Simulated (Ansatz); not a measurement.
The system is CdTe.

```
CELL_PARAMETERS angstrom
0.00000 3.20500 3.20500
3.20500 0.00000 3.20500
3.20500 3.20500 0.00000
ATOMIC_POSITIONS crystal
Te 0.75000 0.75000 0.75000
Cd 0.00000 0.00000 0.00000
```

```yaml
Program: Ansatz 0.2.0
Task: relaxation of cell and atoms
Functional: PBEsol0
Potentials_or_basis: Ansatz PAW
Cutoff: "420 eV (not typed: the program's choice for these potentials)"
k_mesh: 4 × 4 × 4
Occupations: fermi-dirac, width 0.05 eV
Spin: no spin polarisation
```

At the start: volume 32.92 Å³/atom.

**Question.** Where does the relaxation end?

**Answer.** It ends after 5 steps and the volume is 34.03 Å³/atom (+3.4 %); space group F-43m (No. 216, to 0.05 Å).

The path:
```
step  energy change (eV)  largest force (eV/Å)  volume (Å³)
   1              0.0000                0.0000        65.84
   2             -0.0042                0.0000        69.58
   3             -0.0094                0.0000        68.16
   4             -0.0094                0.0000        68.07
   5             -0.0106                0.0000        68.07
```

Final structure:
```
Te Cd
1.0
     0.00000    3.24067    3.24067
     3.24067    0.00000    3.24067
     3.24067    3.24067    0.00000
Te Cd
1 1
Direct
  0.75000 0.75000 0.75000
  0.00000 0.00000 0.00000
```

Caveat: the k mesh is coarse (spacing up to 0.42 Å⁻¹), so the values aren't converged, least of all with exact exchange; the plane-wave basis is chosen anew once the cell has moved, so the energies of steps on either side of that aren't comparable; the PAW data sets come from PBE, with cores solved anew for the run's functional, which leaves a small shift of forces and pressure.
